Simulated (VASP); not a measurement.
The system is AlPt.

```
Pt Al
1.0
     3.09155    0.00000    0.00000
     0.00000    3.09155    0.00000
     0.00000    0.00000    3.09155
Pt Al
1 1
Direct
  0.50000 0.50000 0.50000
  0.00000 0.00000 0.00000
```

Measurements of this composition are mostly on another form, of space group No. 198.

* Program: VASP 6.6.1
* Task: relaxation of cell and atoms
* Functional: r2SCAN
* Potentials or basis: VASP PAW PBE potentials, release 64 (Pt, Al)
* Cutoff: 600 eV
* k mesh: 8 × 8 × 8
* Occupations: fermi-dirac, width 0.05 eV
* Spin: no spin polarisation

At the start: pressure -5.0 GPa; volume 14.77 Å³/atom.

Q: Where does the relaxation end?

A: Over 3 steps the energy falls by 6.0 meV/atom and the volume is 14.40 Å³/atom (-2.5 %); space group Pm-3m (No. 221, to 0.05 Å).

The path:
```csv
step,energy change (eV),largest force (eV/Å),pressure (GPa),volume (Å³)
1,0.0000,0.0000,-4.98,29.55
2,0.0212,0.0000,9.52,27.63
3,-0.0121,0.0000,0.00,28.80
```

Final structure:
```xyz
2
Lattice="3.0653 0.0000 0.0000 0.0000 3.0653 0.0000 0.0000 0.0000 3.0653" Properties=species:S:1:pos:R:3 pbc="T T T"
Pt    1.5327    1.5327    1.5327
Al    0.0000    0.0000    0.0000
```

Caveat: the PAW data sets were made with another functional, which shifts forces and pressure a little.
